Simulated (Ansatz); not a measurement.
Take NaCl in the rock salt structure (space group Fm-3m, No. 225) as the base.

```xyz
2
Lattice="0.0000 2.8010 2.8010 2.8010 0.0000 2.8010 2.8010 2.8010 0.0000" Properties=species:S:1:pos:R:3 pbc="T T T"
Na     0.0000     0.0000     0.0000
Cl     2.8010     2.8010     2.8010
```

Levels (all Ansatz, an electronic-structure program, PAW): PBEsol (420 eV, without spin-orbit coupling); HSE06 (420 eV, without spin-orbit coupling).

Its gap is 5.01 eV with PBEsol and 6.57 eV with HSE06.

Now apply this change: every Cl is replaced by F, then cell and atoms are relaxed.

With PBEsol the gap becomes 6.20 eV.

**Question.** If the HSE06 correction stayed the same, what would the HSE06 gap be, and what does the HSE06 run give?

**Answer.** A rigid correction of +1.56 eV gives 7.76 eV. The HSE06 run gives 8.50 eV, so the correction itself changes by +0.74 eV.

Single points use the geometry relaxed with PBEsol. Stability against distortions was not tested.
